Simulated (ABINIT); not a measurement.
# InAs (F-43m) in ABINIT: further runs, part 2 of 2

ABINIT 10.8.3 (patched build). The steps go on from the part before.

### Step 4. Single point, PBE

Contents of run.abi:

```
# Pseudopotentials
pp_dirpath "./"
pseudos "In.upf, As.upf"

# Structure
acell 4.2680965312 4.2680965312 4.2680965312 Angstrom
rprim
     0.0000000000     0.7071067812     0.7071067812
     0.7071067812     0.0000000000     0.7071067812
     0.7071067812     0.7071067812     0.0000000000
ntypat 2
znucl 49 33
natom 2
typat 1 2
xcart
     0.0000000000     0.0000000000     0.0000000000
     8.5547901662     8.5547901662     8.5547901662

# Plane-wave basis
ecut 38.0

# k points
kptopt 1
ngkpt 6 6 6
nshiftk 1
shiftk 0.0 0.0 0.0

# Exchange and correlation
ixc 11

# Bands and occupations
nband 18
occopt 3
tsmear 0.05 eV

# SCF cycle
nstep 100
tolvrs 1.0e-10

# Output
iomode 3
prtwf 0
prteig 0
prtebands 0
enunit 1
prtden 1
prtvha 1
prtvclmb 1
prtpot 1
prtelf 1
```

Potentials or basis: PseudoDojo NC SR PBE v0.4.1 standard.

The run is started by

```
$ abinit run.abi > log 2>&1
```

run.abo:

```text
.Version 10.8.3 of ABINIT
 Symmetries : space group F-4 3 m (#216); Bravais cF (face-center cubic)
================================================================================
 Values of the parameters that define the memory need of the present run
     intxc =       0    ionmov =       0      iscf =       7    lmnmax =       6
     lnmax =       6     mgfft =      48  mpssoang =       3    mqgrid =    3001
     natom =       2  nloc_mem =       1    nspden =       1   nspinor =       1
    nsppol =       1      nsym =      24    n1xccc =    2501    ntypat =       2
    occopt =       3   xclevel =       2
       mpw =        4168          nfft =      110592          nkpt =          16
================================================================================
================================================================================

--------------------------------------------------------------------------------
------------- Echo of variables that govern the present computation ------------
--------------------------------------------------------------------------------
 -outvars: echo values of preprocessed input variables --------
            acell      8.0655335229E+00  8.0655335229E+00  8.0655335229E+00 Bohr
              amu      1.14820000E+02  7.49215900E+01
             ecut      3.80000000E+01 Hartree
           enunit           1
              ixc          11
         kptrlatt        6    0    0      0    6    0      0    0    6
          kptrlen      4.83932011E+01
            natom           2
            nband          18
            ngfft          48      48      48
             nkpt          16
            nstep         100
             nsym          24
           ntypat           2
           occopt           3
        prtebands           0
           prteig           0
           prtelf           1
           prtpot           1
         prtvclmb           1
           prtvha           1
            prtwf           0
            rprim      0.0000000000E+00  7.0710678120E-01  7.0710678120E-01
                       7.0710678120E-01  0.0000000000E+00  7.0710678120E-01
                       7.0710678120E-01  7.0710678120E-01  0.0000000000E+00
          spgroup         216
           tolvrs      1.00000000E-10
           tsmear      1.83746611E-03 Hartree
            typat      1  2
           xangst      0.0000000000E+00  0.0000000000E+00  0.0000000000E+00
                       4.5270000000E+00  4.5270000000E+00  4.5270000000E+00
            xcart      0.0000000000E+00  0.0000000000E+00  0.0000000000E+00
                       8.5547901721E+00  8.5547901721E+00  8.5547901721E+00
             xred      0.0000000000E+00  0.0000000000E+00  0.0000000000E+00
                       7.5000000000E-01  7.5000000000E-01  7.5000000000E-01
            znucl       49.00000   33.00000

================================================================================

 chkinp: Checking input parameters for consistency.

================================================================================
== DATASET  1 ==================================================================

--- !DatasetInfo
iteration_state: {dtset: 1, }
dimensions: {natom: 2, nkpt: 16, mband: 18, nsppol: 1, nspinor: 1, nspden: 1, mpw: 4168, }
cutoff_energies: {ecut:  38.0, pawecutdg:  -1.0, }
electrons: {nelect:   2.80000000E+01, charge:   0.00000000E+00, occopt:   3.00000000E+00, tsmear:   1.83746611E-03, }
meta: {optdriver: 0, ionmov: 0, optcell: 0, iscf: 7, paral_kgb: 0, }
...

 Exchange-correlation functional for the present dataset will be:
  GGA: Perdew-Burke-Ernzerhof functional - ixc=11
  J.P.Perdew, K.Burke, M.Ernzerhof, PRL 77, 3865 (1996)

 Real(R)+Recip(G) space primitive vectors, cartesian coordinates (Bohr,Bohr^-1):
 R(1)=  0.0000000  5.7031934  5.7031934  G(1)= -0.0876702  0.0876702  0.0876702
[... 62 lines left out ...]
  sigma(3 3)= -1.27464682E-04  sigma(2 1)=  0.00000000E+00

--- !ResultsGS
iteration_state: {dtset: 1, }
comment   : Summary of ground state results
lattice_vectors:
- [  0.0000000,   5.7031934,   5.7031934, ]
- [  5.7031934,   0.0000000,   5.7031934, ]
- [  5.7031934,   5.7031934,   0.0000000, ]
lattice_lengths: [   8.06553,    8.06553,    8.06553, ]
lattice_angles: [ 60.000,  60.000,  60.000, ] # degrees, (23, 13, 12)
lattice_volume:   3.7100888E+02
convergence: {deltae:  8.129E-12, res2:  2.364E-11, residm:  8.301E-05, diffor: null, }
etotal    :  -1.72533993E+02
entropy   :   0.00000000E+00
fermie    :   1.55728256E-01
cartesian_stress_tensor: # hartree/bohr^3
- [ -1.27464682E-04,   0.00000000E+00,   0.00000000E+00, ]
- [  0.00000000E+00,  -1.27464682E-04,   0.00000000E+00, ]
- [  0.00000000E+00,   0.00000000E+00,  -1.27464682E-04, ]
pressure_GPa:   3.7501E+00
xred      :
- [  0.0000E+00,   0.0000E+00,   0.0000E+00, In]
- [  7.5000E-01,   7.5000E-01,   7.5000E-01, As]
cartesian_forces: # hartree/bohr
- [ -0.00000000E+00,  -0.00000000E+00,  -0.00000000E+00, ]
- [ -0.00000000E+00,  -0.00000000E+00,  -0.00000000E+00, ]
force_length_stats: {min:   0.00000000E+00, max:   0.00000000E+00, mean:   0.00000000E+00, }
...

 Integrated electronic density in atomic spheres:
 ------------------------------------------------
 Atom  Sphere_radius  Integrated_density
    1        2.00000          9.91141628
    2        2.00000         12.37187471
================================================================================

 ----iterations are completed or convergence reached----

 Mean square residual over all n,k,spin=   32.599E-08; max=  83.012E-06
 reduced coordinates (array xred) for    2 atoms
       0.000000000000      0.000000000000      0.000000000000
       0.750000000000      0.750000000000      0.750000000000
 rms dE/dt=  0.0000E+00; max dE/dt=  0.0000E+00; dE/dt below (all hartree)
    1       0.000000000000      0.000000000000      0.000000000000
    2       0.000000000000      0.000000000000      0.000000000000

 cartesian coordinates (angstrom) at end:
    1      0.00000000000000     0.00000000000000     0.00000000000000
    2      4.52700000004158     4.52700000004158     4.52700000004158

 cartesian forces (hartree/bohr) at end:
    1     -0.00000000000000    -0.00000000000000    -0.00000000000000
    2     -0.00000000000000    -0.00000000000000    -0.00000000000000
 frms,max,avg= 0.0000000E+00 0.0000000E+00   0.000E+00  0.000E+00  0.000E+00 h/b

 cartesian forces (eV/Angstrom) at end:
    1     -0.00000000000000    -0.00000000000000    -0.00000000000000
    2     -0.00000000000000    -0.00000000000000    -0.00000000000000
 frms,max,avg= 0.0000000E+00 0.0000000E+00   0.000E+00  0.000E+00  0.000E+00 e/A
 length scales=  8.065533522905  8.065533522905  8.065533522905 bohr
              =  4.268096531200  4.268096531200  4.268096531200 angstroms
 Fermi (or HOMO) energy (eV) =   4.23758   Average Vxc (eV)=  -9.55914
 Eigenvalues (   eV  ) for nkpt=  16  k points:
 kpt#   1, nband= 18, wtk=  0.00463, kpt=  0.0000  0.0000  0.0000 (reduced coord)
 -30.84582  -30.84582  -30.84582  -30.83738  -30.83738  -10.25313  -10.25313  -10.25313
 -10.12790  -10.12790   -7.69831    4.02862    4.20069    4.20069    4.20069    8.11875
   8.11875    8.11875
 prteigrs : prtvol=0 or 1, do not print more k-points.

--- !EnergyTerms
iteration_state     : {dtset: 1, }
comment             : Components of total free energy in Hartree
kinetic             :  1.18073227486929E+02
hartree             :  5.22957053065589E+01
xc                  : -4.38300942693588E+01
Ewald energy        : -9.28949151391358E+01
psp_core            :  4.09316210509724E+00
local_psp           : -1.43190211914047E+02
non_local_psp       : -6.70808306444787E+01
internal            : -1.72533957068436E+02
'-kT*entropy'       : -3.54715388034770E-05
total_energy        : -1.72533992539974E+02
total_energy_eV     : -4.69488911156645E+03
band_energy         : -1.52647982871719E+01
...

 Cartesian components of stress tensor (hartree/bohr^3)
  sigma(1 1)= -1.27464682E-04  sigma(3 2)=  0.00000000E+00
  sigma(2 2)= -1.27464682E-04  sigma(3 1)=  0.00000000E+00
  sigma(3 3)= -1.27464682E-04  sigma(2 1)=  0.00000000E+00

-Cartesian components of stress tensor (GPa)         [Pressure=  3.7501E+00 GPa]
- sigma(1 1)= -3.75014041E+00  sigma(3 2)=  0.00000000E+00
- sigma(2 2)= -3.75014041E+00  sigma(3 1)=  0.00000000E+00
- sigma(3 3)= -3.75014041E+00  sigma(2 1)=  0.00000000E+00

== END DATASET(S) ==============================================================
================================================================================

 -outvars: echo values of variables after computation  --------
            acell      8.0655335229E+00  8.0655335229E+00  8.0655335229E+00 Bohr
           etotal     -1.7253399254E+02
            fcart     -0.0000000000E+00 -0.0000000000E+00 -0.0000000000E+00
                      -0.0000000000E+00 -0.0000000000E+00 -0.0000000000E+00
            rprim      0.0000000000E+00  7.0710678120E-01  7.0710678120E-01
                       7.0710678120E-01  0.0000000000E+00  7.0710678120E-01
                       7.0710678120E-01  7.0710678120E-01  0.0000000000E+00
           strten     -1.2746468173E-04 -1.2746468173E-04 -1.2746468173E-04
                       0.0000000000E+00  0.0000000000E+00  0.0000000000E+00
           xangst      0.0000000000E+00  0.0000000000E+00  0.0000000000E+00
                       4.5270000000E+00  4.5270000000E+00  4.5270000000E+00
             xred      0.0000000000E+00  0.0000000000E+00  0.0000000000E+00
                       7.5000000000E-01  7.5000000000E-01  7.5000000000E-01
 Calculation completed.
```

It took 42 s on 1 thread of Arm Neoverse V2, shared host; peak memory 0.1 GiB.

Results:

```yaml
Free_energy: -4694.8891 eV
Band_gap_on_the_k_mesh: none (metal or under the smearing width)
Valence_electrons_inside_the_program's_atomic_spheres: In 9.91; As 12.37
```

Levels at points of the mesh, in eV from the Fermi level:
```csv
k point,band 11,band 12,band 13,band 14,band 15,band 16,band 17,band 18
"(0.00, 0.00, 0.00)",-11.94,-0.21,-0.04,-0.04,-0.04,3.88,3.88,3.88
"(0.50, 0.00, 0.00)",-10.46,-5.83,-1.03,-1.03,0.93,4.65,4.65,6.85
"(0.50, 0.50, 0.00)",-9.91,-5.90,-2.37,-2.37,1.50,2.03,9.24,9.28
```

Caveat: the cutoff is too short for stress, so the log's stress isn't used; this crystal is a semiconductor, whose small gap the functional closes, so the metal is an error of the method.

### Step 5. Single point, PBEsol

Contents of run.abi:

```
pp_dirpath "./"
pseudos "In.upf, As.upf"

acell 8.0655335175 8.0655335175 8.0655335175
rprim
     0.0000000000     0.7071067812     0.7071067812
     0.7071067812     0.0000000000     0.7071067812
     0.7071067812     0.7071067812     0.0000000000
ntypat 2
znucl 49 33
natom 2
typat 1 2
xcart
     0.0000000000     0.0000000000     0.0000000000
     4.5270000000     4.5270000000     4.5270000000 Angstrom

ecut 38.0

kptopt 1
ngkpt 6 6 6
nshiftk 1
shiftk 0.0 0.0 0.0

ixc -116133

nband 18
occopt 3
tsmear 0.00183747

nstep 100
tolvrs 1.0e-10

iomode 3
prtwf 0
prtden 0
prteig 0
prtebands 0
enunit 1
prtvol 2
```

Potentials or basis: PseudoDojo NC SR PBEsol v0.4.1 standard.

The run is started by

```
$ abinit run.abi > log 2>&1
```

It took 47 s on 1 thread of AMD EPYC 7R43 (Zen 3), shared host; peak memory 0.1 GiB.

Results (log left out):

| Quantity | Value |
| --- | --- |
| Free energy | -4686.9902 eV |
| Pressure | 1.0 GPa |
| Band gap on the k mesh | none (metal or under the smearing width) |
| Valence electrons inside the program's atomic spheres | In 9.91; As 12.37 |

Levels at points of the mesh, in eV from the Fermi level:
| k point | band 12 | band 13 | band 14 | band 15 | band 16 | band 17 |
| --- | --- | --- | --- | --- | --- | --- |
| (0.00, 0.00, 0.00) | -0.30 | -0.04 | -0.04 | -0.04 | 3.83 | 3.83 |
| (0.50, 0.00, 0.00) | -5.87 | -1.04 | -1.04 | 0.85 | 4.60 | 4.60 |
| (0.50, 0.50, 0.00) | -5.94 | -2.39 | -2.39 | 1.40 | 1.95 | 9.14 |

Caveat: this crystal is a semiconductor, whose small gap the functional closes, so the metal is an error of the method.

### Step 6. Overview

| level | potentials or basis | cutoff (eV) | fine-grid cutoff | gap on the mesh (eV) |
| --- | --- | --- | --- | --- |
| PBEsol | PseudoDojo NC SR PBEsol v0.4.1 standard | 1034 | - | none |
| PBEsol | JTH PAW PBE v2.0 | 327 | 653.073 eV | none |
| PBE | PseudoDojo NC SR PBE v0.4.1 standard | 1034 | - | none |

Alike in all rows: task single point; no spin polarisation; cell as given; k mesh 6 × 6 × 6; smearing fermi-dirac 0.05 eV.

Caveats: this crystal is a semiconductor, whose small gap the functional closes, so the metal is an error of the method; the PAW data sets were made with another functional, which shifts forces and pressure a little (some runs).

Absolute energies hang on the potentials; compare differences alone.

### Step 7. Comparison with measurements

Step 2. Measured gap of InAs: 0.418 eV (direct; 4.2 K; a printed reference work, data compilation). This calculation gives 0.00 eV (-0.42 eV). Spin-orbit coupling on As, In is left out. The value is that of PBEsol on a finite k mesh, which can miss the band edges, without temperature or zero-point motion. Semilocal functionals fall short of measured gaps as a rule.

Step 3. Against the measured gap of InAs, 0.418 eV (direct; 4.2 K; a printed reference work, data compilation), the calculated 0.00 eV is off by -0.42 eV. Spin-orbit coupling on As, In is left out. The value is that of PBEsol on a finite k mesh, which can miss the band edges, without temperature or zero-point motion. Semilocal functionals fall short of measured gaps as a rule.

Step 4. A measured gap of InAs is 0.418 eV (direct; 4.2 K; a printed reference work, data compilation); the calculated 0.00 eV misses it by -0.42 eV. Spin-orbit coupling on As, In is left out. The value is that of PBE on a finite k mesh, which can miss the band edges, without temperature or zero-point motion. Semilocal functionals fall short of measured gaps as a rule.

Step 5. Against the measured gap of InAs, 0.418 eV (direct; 4.2 K; a printed reference work, data compilation), the calculated 0.00 eV is off by -0.42 eV. Spin-orbit coupling on As, In is left out. The value is that of PBEsol on a finite k mesh, which can miss the band edges, without temperature or zero-point motion. Semilocal functionals fall short of measured gaps as a rule.
